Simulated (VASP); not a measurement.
# H (I4/mmm) in VASP: a series of runs

One crystal, H, is run at these levels: PBE; tasks: single point.

Program: VASP 6.6.1. These are calculated values, not measurements. Logs are shortened: lines on timing, memory, paths and dates and some standing lists are left out, and cuts for length are marked.

### 1 Starting point

It takes space group I4/mmm (No. 139, tetragonal). Conventional cell: a = 3.383 Å, b = 3.383 Å, c = 4.117 Å, α = 90.00°, β = 90.00°, γ = 90.00°. Around H (site symmetry 4mm) lie 1 H at 0.74 Å.

### 2 Single point, PBE

File INCAR:

```
SYSTEM = H
  PREC = Accurate
  ENCUT = 450
  EDIFF = 1E-6
  ISMEAR = 0
  SIGMA = 0.05
  LREAL = .FALSE.
  LASPH = .TRUE.
  NELM = 100
  ALGO = Normal
  ISIF = 2
  LWAVE = .FALSE.
  LCHARG = .FALSE.
  GGA = PE
  ADDGRID = .FALSE.
```

File KPOINTS:

```
Automatic mesh
0
G
  8 8 8
  0 0 0
```

File POSCAR:

```
H
1.0
   -1.6915344700      1.6915344700      2.0584739900
    1.6915344700     -1.6915344700      2.0584739900
    1.6915344700      1.6915344700     -2.0584739900
H
2
Direct
    0.0901377100      0.0901377100      0.0000000000
    0.9098622900      0.9098622900      0.0000000000
```

Potentials or basis: VASP PAW PBE potentials, release 64 (H).

The run is started by

```
$ cat potpaw_PBE.64/H/POTCAR > POTCAR
$ mpirun -np 1 vasp_std > vasp.out
```

OUTCAR:

```text
SYSTEM = H
   PREC = Accurate
   ENCUT = 450
   EDIFF = 1E-6
   ISMEAR = 0
   LREAL = .FALSE.
   LASPH = .TRUE.
   NELM = 100
   ISIF = 2
   GGA = PE

 Found     59 irreducible k-points:

 Following reciprocal coordinates:
            Coordinates               Weight
  0.000000  0.000000  0.000000      1.000000
  0.125000  0.000000  0.000000      8.000000
  0.250000  0.000000  0.000000      8.000000
  0.375000 -0.000000  0.000000      8.000000
  0.500000  0.000000  0.000000      4.000000
  0.125000  0.125000  0.000000      8.000000
   k-points           NKPTS =     59   k-points in BZ     NKDIM =     59   number of bands    NBANDS=      5
   number of dos      NEDOS =    301   number of ions     NIONS =      2
   total plane-waves  NPLWV =  13824
   dimension x,y,z NGX =    24 NGY =   24 NGZ =   24
   dimension x,y,z NGXF=    48 NGYF=   48 NGZF=   48
   ions per type =               2
   NGX,Y,Z   is equivalent  to a cutoff of  12.64, 12.64, 12.64 a.u.
   NGXF,Y,Z  is equivalent  to a cutoff of  25.29, 25.29, 25.29 a.u.
 SYSTEM =  H
   PREC   = accura    normal or accurate (medium, high low for compatibility)
   ISTART =      0    job   : 0-new  1-cont  2-samecut
   ICHARG =      2    charge: 1-file 2-atom 10-const
   ISPIN  =      1    spin polarized calculation?
   LNONCOLLINEAR =      F non collinear calculations
   LSORBIT =      F    spin-orbit coupling
   LASPH  =      T    aspherical Exc in radial PAW
   ENCUT  =  450.0 eV  33.07 Ry    5.75 a.u.   5.46  5.46  5.46*2*pi/ulx,y,z
   NELM   =    100;   NELMIN=  2; NELMDL= -5     # of ELM steps
   EDIFF  = 0.1E-05   stopping-criterion for ELM
   LREAL  =      F    real-space projection
   EDIFFG = 0.1E-04   stopping-criterion for IOM
   NSW    =      0    number of steps for IOM
   IBRION =     -1    ionic relax: 0-MD 1-quasi-New 2-CG
   NFREE  =      0    steps in history (QN), initial steepest desc. (CG)
   ISIF   =      2    stress and relaxation
   ISYM   =      2    0-nonsym 1-usesym 2-fastsym
   POTIM  = 0.5000    time-step for ionic-motion
   TEBEG  =    0.0;   TEEND  =   0.0 temperature during run
   PSTRESS=    0.0 pullay stress
   NELECT =       2.0000    total number of electrons
   NUPDOWN=      -1.0000    fix difference up-down
   EMIN   =  10.00;   EMAX   =-10.00  energy-range for DOS
   EFERMI =   0.00;   METHOD = LEGACY
   ISMEAR =     0;   SIGMA  =   0.05  broadening in eV -4-tet -1-fermi 0-gaus
   EFERMI_NEDOS =   21; number of points for ismear=-14 and -15
   IALGO  =     38    algorithm
   IMIX   =      4    mixing-type and parameters
     AMIX     =   0.40;   BMIX     =  1.00
     AMIX_MAG =   1.60;   BMIX_MAG =  1.00
  volume/ion in A,a.u.               =      11.78        79.49
  Fermi-wavevector in a.u.,A,eV,Ry     =   0.719497  1.359653  7.043413  0.517676
  Thomas-Fermi vector in A             =   1.808708
   LORBIT       =      0    0 simple, 1 ext, 2 COOP (PROOUT), +10 PAW based schemes
   GGA     = PE    functional components
   LHFCALC =     F    Hartree Fock is set to
   AEXX    =    0.0000 exact exchange contribution
   IVDW    =     0    specifies the selected vdW correction
   LEPSILON=     F    determine dielectric tensor
   LRPA    =     F    only Hartree local field effects (RPA)
 non-spin polarized calculation
 Gauss-broadening in eV      SIGMA  =   0.05
  energy-cutoff  :      450.00
  volume of cell :       23.56
 maximum number of plane-waves:       523
 NGX is ok and might be reduce to    24
   NGX = 11   NGY = 11   NGZ = 11

 number of electron       2.0000000 magnetization

 Free energy of the ion-electron system (eV)
  ---------------------------------------------------
  ext. energy  EPLUGINS =         0.00000000
  ---------------------------------------------------
  free energy    TOTEN  =        -6.77652641 eV

  energy without entropy =       -6.77652641  energy(sigma->0) =       -6.77652641

 E-fermi :  -7.8731     XC(G=0):  -5.3448

 val. band max:       -8.1529352213   @ k =   0.5000   0.5000   0.5000
 cond. band min:       0.7808700751   @ k =   0.5000   0.0000   0.0000
 fundamental gap:      8.9338052964
 Fermi energy:        -7.8730681748

 k-point     1 :       0.0000    0.0000    0.0000
  band No.  band energies     occupation
      1     -10.5214      2.00000
      2       5.4488      0.00000
      3       8.9357      0.00000
      4      15.3798      0.00000
      5      15.3798      0.00000

 k-point     2 :       0.1250    0.0000    0.0000
  band No.  band energies     occupation
      1     -10.3346      2.00000
      2       4.6109      0.00000
      3       9.2571      0.00000
      4      13.6848      0.00000
      5      14.3194      0.00000

 k-point     3 :       0.2500    0.0000    0.0000
  band No.  band energies     occupation
      1      -9.8362      2.00000
      2       2.9439      0.00000
      3       9.4901      0.00000
      4      11.5743      0.00000
      5      13.1178      0.00000

 k-point     4 :       0.3750   -0.0000    0.0000
  band No.  band energies     occupation
      1      -9.2460      2.00000
      2       1.4158      0.00000
      3       9.1021      0.00000
      4      10.7533      0.00000
      5      12.3946      0.00000

 k-point     5 :       0.5000    0.0000    0.0000
  band No.  band energies     occupation
      1      -8.9616      2.00000
      2       0.7809      0.00000
      3       8.8101      0.00000
      4      10.6360      0.00000
      5      12.1601      0.00000

 k-point     6 :       0.1250    0.1250    0.0000
  band No.  band energies     occupation
      1     -10.0158      2.00000
      2       3.4130      0.00000
      3      10.2918      0.00000
      4      10.9643      0.00000
      5      13.8185      0.00000

 [... further k-points ...]

------------------------ aborting loop because EDIFF is reached ----------------------------------------

  FORCE on cell =-STRESS in cart. coord.  units (eV):
  Direction    XX          YY          ZZ          XY          YZ          ZX
  --------------------------------------------------------------------------------------
  -------------------------------------------------------------------------------------
  Total       -0.0127329     -0.0127329      0.1778894      0.0000000      0.0000000      0.0000000
  in kB       -0.8659044     -0.8659044     12.0974399      0.0000000      0.0000000      0.0000000
  external PRESSURE =       3.4552103 kB  Pullay stress =       0.0000000 kB

 VOLUME and BASIS-vectors are now :
 -----------------------------------------------------------------------------
  energy-cutoff  :      450.00
  volume of cell :       23.56
      direct lattice vectors                 reciprocal lattice vectors
    -1.691534470  1.691534470  2.058473990     0.000000000  0.295589602  0.242898381
     1.691534470 -1.691534470  2.058473990     0.295589602  0.000000000  0.242898381
     1.691534470  1.691534470 -2.058473990     0.295589602  0.295589602  0.000000000

 POSITION                                       TOTAL-FORCE (eV/Angst)
 -----------------------------------------------------------------------------------
      0.00000      0.00000      0.37109        -0.000000     -0.000000      0.274877
      0.00000      0.00000      3.74586         0.000000      0.000000     -0.274877
 -----------------------------------------------------------------------------------
    total drift:                               -0.000000      0.000000      0.000000

  FREE ENERGIE OF THE ION-ELECTRON SYSTEM (eV)
  ---------------------------------------------------
  free  energy   TOTEN  =        -6.7765264123 eV

  energy  without entropy=       -6.7765264123  energy(sigma->0) =       -6.77652641
```

It took 2.9 s on 1 thread of Intel Xeon Platinum 8488C (Sapphire Rapids), shared host; peak memory 0.12 GiB.

The run converged, but some of its settings lie outside the range that counts as converged, so its numbers aren't taken as properties of the crystal.

What came out:

```
Free energy            : -6.7765 eV
Pressure               : 0.3 GPa
Largest force          : 0.275 eV/Å
Band gap on the k mesh : 8.93 eV, indirect (least direct gap 9.74 eV)
```

### 3 Single point, PBE

INCAR is that of step 2.

KPOINTS is that of step 2.

File POSCAR:

```
H
1.0
   -1.6915344700      1.6915344700      2.0584739900
    1.6915344700     -1.6915344700      2.0584739900
    1.6915344700      1.6915344700     -2.0584739900
H
2
Direct
    0.0961830000      0.0949540000      0.0224580000
    0.9170920000      0.8909110000      0.0100700000
```

Potentials or basis: VASP PAW PBE potentials, release 64 (H).

The run is started by

```
$ cat potpaw_PBE.64/H/POTCAR > POTCAR
$ mpirun -np 1 vasp_std > vasp.out
```

OUTCAR:

```text
SYSTEM = H
   PREC = Accurate
   ENCUT = 450
   EDIFF = 1E-6
   ISMEAR = 0
   LREAL = .FALSE.
   LASPH = .TRUE.
   NELM = 100
   ISIF = 2
   GGA = PE

 Found    260 irreducible k-points:

 Following reciprocal coordinates:
            Coordinates               Weight
  0.000000  0.000000  0.000000      1.000000
  0.125000  0.000000  0.000000      2.000000
  0.000000  0.125000  0.000000      2.000000
  0.000000  0.125000 -0.125000      2.000000
  0.125000  0.000000 -0.125000      2.000000
  0.250000  0.000000  0.000000      2.000000
   k-points           NKPTS =    260   k-points in BZ     NKDIM =    260   number of bands    NBANDS=      5
   number of dos      NEDOS =    301   number of ions     NIONS =      2
   total plane-waves  NPLWV =  13824
   dimension x,y,z NGX =    24 NGY =   24 NGZ =   24
   dimension x,y,z NGXF=    48 NGYF=   48 NGZF=   48
   ions per type =               2
   NGX,Y,Z   is equivalent  to a cutoff of  12.64, 12.64, 12.64 a.u.
   NGXF,Y,Z  is equivalent  to a cutoff of  25.29, 25.29, 25.29 a.u.
 SYSTEM =  H
   PREC   = accura    normal or accurate (medium, high low for compatibility)
   ISTART =      0    job   : 0-new  1-cont  2-samecut
   ICHARG =      2    charge: 1-file 2-atom 10-const
   ISPIN  =      1    spin polarized calculation?
   LNONCOLLINEAR =      F non collinear calculations
   LSORBIT =      F    spin-orbit coupling
   LASPH  =      T    aspherical Exc in radial PAW
   ENCUT  =  450.0 eV  33.07 Ry    5.75 a.u.   5.46  5.46  5.46*2*pi/ulx,y,z
   NELM   =    100;   NELMIN=  2; NELMDL= -5     # of ELM steps
   EDIFF  = 0.1E-05   stopping-criterion for ELM
   LREAL  =      F    real-space projection
   EDIFFG = 0.1E-04   stopping-criterion for IOM
   NSW    =      0    number of steps for IOM
   IBRION =     -1    ionic relax: 0-MD 1-quasi-New 2-CG
   NFREE  =      0    steps in history (QN), initial steepest desc. (CG)
   ISIF   =      2    stress and relaxation
   ISYM   =      2    0-nonsym 1-usesym 2-fastsym
   POTIM  = 0.5000    time-step for ionic-motion
   TEBEG  =    0.0;   TEEND  =   0.0 temperature during run
   PSTRESS=    0.0 pullay stress
   NELECT =       2.0000    total number of electrons
   NUPDOWN=      -1.0000    fix difference up-down
   EMIN   =  10.00;   EMAX   =-10.00  energy-range for DOS
   EFERMI =   0.00;   METHOD = LEGACY
   ISMEAR =     0;   SIGMA  =   0.05  broadening in eV -4-tet -1-fermi 0-gaus
   EFERMI_NEDOS =   21; number of points for ismear=-14 and -15
   IALGO  =     38    algorithm
   IMIX   =      4    mixing-type and parameters
     AMIX     =   0.40;   BMIX     =  1.00
     AMIX_MAG =   1.60;   BMIX_MAG =  1.00
  volume/ion in A,a.u.               =      11.78        79.49
  Fermi-wavevector in a.u.,A,eV,Ry     =   0.719497  1.359653  7.043413  0.517676
  Thomas-Fermi vector in A             =   1.808708
   LORBIT       =      0    0 simple, 1 ext, 2 COOP (PROOUT), +10 PAW based schemes
   GGA     = PE    functional components
   LHFCALC =     F    Hartree Fock is set to
   AEXX    =    0.0000 exact exchange contribution
   IVDW    =     0    specifies the selected vdW correction
   LEPSILON=     F    determine dielectric tensor
   LRPA    =     F    only Hartree local field effects (RPA)
 non-spin polarized calculation
 Gauss-broadening in eV      SIGMA  =   0.05
  energy-cutoff  :      450.00
  volume of cell :       23.56
 maximum number of plane-waves:       523
 NGX is ok and might be reduce to    24
   NGX = 11   NGY = 11   NGZ = 11

 number of electron       2.0000000 magnetization

 Free energy of the ion-electron system (eV)
  ---------------------------------------------------
  ext. energy  EPLUGINS =         0.00000000
  ---------------------------------------------------
  free energy    TOTEN  =        -6.77319409 eV

  energy without entropy =       -6.77319409  energy(sigma->0) =       -6.77319409

 E-fermi :  -7.7152     XC(G=0):  -5.3780

 val. band max:       -7.9855367915   @ k =   0.5000   0.5000   0.5000
 cond. band min:       0.5131443207   @ k =   0.0000   0.5000   0.0000
 fundamental gap:      8.4986811123
 Fermi energy:        -7.7152275093

 k-point     1 :       0.0000    0.0000    0.0000
  band No.  band energies     occupation
      1     -10.4339      2.00000
      2       5.5968      0.00000
      3       8.6379      0.00000
      4      15.3804      0.00000
      5      15.3920      0.00000

 k-point     2 :       0.1250    0.0000    0.0000
  band No.  band energies     occupation
      1     -10.2438      2.00000
      2       4.6993      0.00000
      3       9.0149      0.00000
      4      13.6414      0.00000
      5      14.3189      0.00000
[... 25 lines left out ...]
 k-point     6 :       0.2500    0.0000    0.0000
  band No.  band energies     occupation
      1      -9.7352      2.00000
      2       2.9708      0.00000
      3       9.3517      0.00000
      4      11.4451      0.00000
      5      13.1276      0.00000

 [... further k-points ...]

------------------------ aborting loop because EDIFF is reached ----------------------------------------

  FORCE on cell =-STRESS in cart. coord.  units (eV):
  Direction    XX          YY          ZZ          XY          YZ          ZX
  --------------------------------------------------------------------------------------
  -------------------------------------------------------------------------------------
  Total       -0.0121433     -0.0087925     -0.4167840      0.0007485      0.0123525     -0.0367133
  in kB       -0.8258078     -0.5979406    -28.3435664      0.0509025      0.8400377     -2.4967005
  external PRESSURE =      -9.9224383 kB  Pullay stress =       0.0000000 kB

 VOLUME and BASIS-vectors are now :
 -----------------------------------------------------------------------------
  energy-cutoff  :      450.00
  volume of cell :       23.56
      direct lattice vectors                 reciprocal lattice vectors
    -1.691534470  1.691534470  2.058473990     0.000000000  0.295589602  0.242898381
     1.691534470 -1.691534470  2.058473990     0.295589602  0.000000000  0.242898381
     1.691534470  1.691534470 -2.058473990     0.295589602  0.295589602  0.000000000

 POSITION                                       TOTAL-FORCE (eV/Angst)
 -----------------------------------------------------------------------------------
      0.03591      0.04007      0.34722        -0.046741      0.015749     -0.520376
     -0.02725      0.06132      3.70100         0.046741     -0.015749      0.520376
 -----------------------------------------------------------------------------------
    total drift:                                0.000001      0.000001      0.000002

  FREE ENERGIE OF THE ION-ELECTRON SYSTEM (eV)
  ---------------------------------------------------
  free  energy   TOTEN  =        -6.7731940891 eV

  energy  without entropy=       -6.7731940891  energy(sigma->0) =       -6.77319409
```

OSZICAR:

```text
N       E                     dE             d eps       ncg     rms          rms(c)
DAV:   1    -0.687669605982E+01   -0.68767E+01   -0.41757E+02  2610   0.228E+02
DAV:   2    -0.729447741437E+01   -0.41778E+00   -0.41778E+00  3540   0.168E+01
DAV:   3    -0.729526319224E+01   -0.78578E-03   -0.78578E-03  2860   0.718E-01
DAV:   4    -0.729526457823E+01   -0.13860E-05   -0.13860E-05  3425   0.325E-02
DAV:   5    -0.729526458092E+01   -0.26921E-08   -0.26931E-08  2895   0.108E-03    0.425E+00
DAV:   6    -0.693883098116E+01    0.35643E+00   -0.18716E-01  2730   0.204E+00    0.233E+00
DAV:   7    -0.676981760937E+01    0.16901E+00   -0.41507E-01  2720   0.323E+00    0.263E-01
DAV:   8    -0.677403404842E+01   -0.42164E-02   -0.83518E-03  2755   0.531E-01    0.164E-01
DAV:   9    -0.677318462416E+01    0.84942E-03   -0.20263E-03  2690   0.243E-01    0.117E-02
DAV:  10    -0.677319023377E+01   -0.56096E-05   -0.31790E-05  3035   0.471E-02    0.382E-03
DAV:  11    -0.677319400538E+01   -0.37716E-05   -0.37023E-06  2960   0.170E-02    0.173E-03
DAV:  12    -0.677319408909E+01   -0.83716E-07   -0.67705E-08  2000   0.223E-03
   1 F= -.67731941E+01 E0= -.67731941E+01  d E =-.111704E-16
```

stdout:

```text
POSCAR found type information on POSCAR H
 POSCAR found :  1 types and       2 ions
 scaLAPACK will be used
 LDA part: xc-table for (Slater+PW92), standard interpolation
 POSCAR, INCAR and KPOINTS ok, starting setup
 FFT: planning ... GRIDC
 FFT: planning ... GRID_SOFT
 FFT: planning ... GRID
 WAVECAR not read
 entering main loop
```

Run time: 8 s. Hardware: 1 thread of Intel Xeon Platinum 8488C (Sapphire Rapids), shared host; peak memory 0.14 GiB.

These settings aren't checked as converged: the numbers below hold their error.

Results:

```yaml
Free_energy: -6.7732 eV
Pressure: -1.0 GPa
Largest_force: 0.523 eV/Å
Band_gap_on_the_k_mesh: 8.50 eV, indirect (least direct gap 9.31 eV)
```

### 4 Single point, PBE

INCAR, as its differences from that of step 3:

```diff
@@ -2,3 +2,3 @@
   PREC = Accurate
-  ENCUT = 450
+  ENCUT = 700
   EDIFF = 1E-6
```

File KPOINTS:

```
Automatic mesh
0
G
  7 7 7
  0 0 0
```

File POSCAR:

```
H
1.0
   -1.6915344700      1.6915344700      2.0584739900
    1.6915344700     -1.6915344700      2.0584739900
    1.6915344700      1.6915344700     -2.0584739900
H
2
Direct
    0.0901377100      0.0901377100      0.0000000000
    0.9098622900      0.9098622900      0.0000000000
```

The run is started by

```
$ cat potpaw_PBE.64/H/POTCAR > POTCAR
$ mpirun -np 1 vasp_std > vasp.out
```

Run time: 4.1 s. Hardware: 1 thread of Intel Xeon Platinum 8488C (Sapphire Rapids), shared host; peak memory 0.14 GiB.

These settings aren't checked as converged: the numbers below hold their error.

What came out:

```yaml
Free_energy: -6.7834 eV
Pressure: 0.8 GPa
Largest_force: 0.254 eV/Å
Band_gap_on_the_k_mesh: 9.22 eV, indirect (least direct gap 9.98 eV)
```

Caveat: an odd mesh through Γ misses points on the zone boundary, where band edges often lie.

### 5 Single point, PBE

INCAR is that of step 4.

KPOINTS is that of step 4.

File POSCAR:

```
H
1.0
   -1.6915344700      1.6915344700      2.0584739900
    1.6915344700     -1.6915344700      2.0584739900
    1.6915344700      1.6915344700     -2.0584739900
H
2
Direct
    0.0961830000      0.0949540000      0.0224580000
    0.9170920000      0.8909110000      0.0100700000
```

The run is started by

```
$ cat potpaw_PBE.64/H/POTCAR > POTCAR
$ mpirun -np 1 vasp_std > vasp.out
```

Wall time 12 s (1 thread of Intel Xeon Platinum 8488C (Sapphire Rapids), shared host); peak memory 0.16 GiB.

These settings aren't checked as converged: the numbers below hold their error.

Results:

| Quantity | Value |
| --- | --- |
| Free energy | -6.7796 eV |
| Pressure | -0.5 GPa |
| Largest force | 0.547 eV/Å |
| Band gap on the k mesh | 8.80 eV, indirect (least direct gap 9.54 eV) |

Caveat: an odd mesh through Γ misses points on the zone boundary, where band edges often lie.

### 6 The reference run

An earlier run on the cell as given: functional PBE; potentials or basis VASP PAW PBE potentials, release 64 (H); cutoff 520 eV; k mesh 11 × 11 × 11; occupations fermi-dirac, width 0.05 eV; no spin polarisation.

- Pressure: 0.6 GPa
- Largest force: 0.264 eV/Å
- Band gap on the k mesh: 9.05 eV, indirect (least direct gap 9.84 eV)
